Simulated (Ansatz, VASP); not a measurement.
**ZnS: VASP beside Ansatz**

```xyz
4
Lattice="3.6147 0.0000 0.0000 -1.8073 3.1304 0.0000 0.0000 0.0000 5.9805" Properties=species:S:1:pos:R:3 pbc="T T T"
Zn    0.0000    2.0869    0.0134
Zn    1.8073    1.0435    3.0037
S     0.0000    2.0869    2.2352
S     1.8073    1.0435    5.2255
```

Alike in both runs: functional PBE; k mesh 10 × 10 × 6; occupations fermi-dirac, width 0.1 eV; no spin polarisation.

Ansatz relaxed the structure, and its values are those at the end. VASP's run is a single point on that final structure, the one shown.

|  | VASP | Ansatz |
| --- | --- | --- |
| version | VASP 6.6.1 | Ansatz 0.2.0 |
| potentials or method | VASP PAW PBE potentials, release 64 (Zn, S) | PAW with Ansatz's default frozen-core files, scalar-relativistic |
| plane-wave cutoff (eV) | 520 | 420 |
| valence electrons in the cell | 36 | 36 |

Ansatz gave:

```
pressure (GPa) : 18.0
```

Task: Estimate VASP's values.

Result: Pressure (GPa): 18.3.

With one functional, cell and mesh, what is left measures potentials, basis and numerics.

Caveats: so large a pressure means that the cell lies far from this level's equilibrium, or that cutoff or potentials fall short (VASP). A k mesh can miss the band edges.
